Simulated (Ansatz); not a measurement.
Low-index surfaces of PtS$_{2}$, space group P-3m1 (No. 164). Relaxed bulk:

```
Pt S
1.0
     3.57133    0.00000    0.00000
    -1.78566    3.09286    0.00000
     0.00000    0.00000    4.76828
Pt S
1 2
Direct
  0.00000 0.00000 0.00000
  0.33333 0.66667 0.25095
  0.66667 0.33333 0.74905
```

Miller indices refer to the conventional cell, a = 3.571 Å, b = 3.571 Å, c = 4.768 Å, α = 90.00°, β = 90.00°, γ = 120.00°.

Theory: DFT PBEsol, scalar-relativistic, plane waves, PAW in Ansatz 0.2.0. Cutoff 420 eV, Γ-centred meshes, Gaussian smearing of 0.05 eV, no spin polarisation.

All atoms of each slab relax at the bulk's in-plane cell, with a dipole correction; γ is the mean of a slab's two faces. Bonds are neighbours within 10 % of the shortest distances in the bulk.

**Question.** Order these faces by relaxed surface energy, lowest first.
A. (012), ending in S (18 planes)
B. (001), ending in S (6 planes)

**Answer.** B (0.05 J/m²), A (0.68 J/m²).

**Question.** What are the details?

**Answer.** 
```csv
face,planes,thickness (Å),area (Å²),cut bonds per Å²,γ as cut (J/m²),γ relaxed (J/m²)
"(001), ending in S",6,7.2,11.05,0.000,0.05,0.05
"(012), ending in S",18,10.1,27.89,0.072,0.80,0.68
```

**Question.** Which shape does a crystal take in vacuum at zero temperature, if only these faces and their equivalents are allowed (Wulff construction)?

**Answer.** Shares of the surface area: (001) 87 %, (012) 13 %. Faces that weren't computed or are left out here could take a part.

Faces whose slabs rebuild by over 0.8 Å, distort in their middle or lose their symmetry through the k mesh, and polar cuts of insulators, are left out. Of the terminations computed for a plane the cheapest is shown.

The slabs are thin, so differences under about 0.05 J/m² aren't settled, and faces are 1×1 cells, without the reconstructions that some real ones have. Spin-orbit coupling is left out, which matters for the bands of heavy elements.

The order follows the density of bonds that each cut crosses: the fewer, the cheaper the face.

The basal face is cheap because its cut runs through the gap between S–Pt–S layers and leaves every Pt–S bond intact. The sulfur atoms there keep their full Pt coordination, so relaxation gains almost nothing. The (012) cut severs covalent Pt–S bonds within the layers. Relaxation lowers its energy from 0.80 to 0.68 J/m², probably through shifts of undercoordinated atoms and rehybridisation of their dangling bonds, but can't replace the lost bonds. The resulting flat platelet fits the easy basal cleavage of layered dichalcogenides.

The value of 0.05 J/m² is nevertheless low for such a cleavage plane, probably because PBEsol lacks long-range dispersion. The bulk c axis is also shorter than measured, which suggests that the functional overestimates the short-range S–S attraction across the gap; a short spacing is thus no sign of strong interlayer cohesion. A larger basal energy would leave the order intact but thicken the platelet and reduce the basal share of 87 %, so the preference for (001) is firmer than the predicted aspect ratio.
